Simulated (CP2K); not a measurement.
The system is Pd.

```
Pd
1.0
     2.75277    0.00000    0.00000
     1.37638    2.38397    0.00000
     1.37638    0.79466    2.24762
Pd
1
Direct
  0.00000 0.00000 0.00000
```

Base run:

```yaml
Program: CP2K 2026.2
Functional: WC
Potentials_or_basis: POTENTIAL_UZH Pd GTH-PBE-q18; TZVP-MOLOPT-PBE-GTH basis
Density_cutoff: 10204 eV
k_mesh: 12 × 12 × 12
Occupations: fermi-dirac, width 0.05 eV
Spin: no spin polarisation
```

Its results: band gap on the k mesh none (metal or under the smearing width); pressure 0.5 GPa.

The run is repeated on the same cell with these changes: functional from WC to vdW-DF2. What comes out?

Band gap on the k mesh none (metal or under the smearing width); pressure 27.5 GPa.

Caveats: the potentials were made for another functional, which shifts forces and pressure; the basis of atomic orbitals isn't converged, which shifts pressures, moduli and gaps.

Not every run made on this cell is shown here.
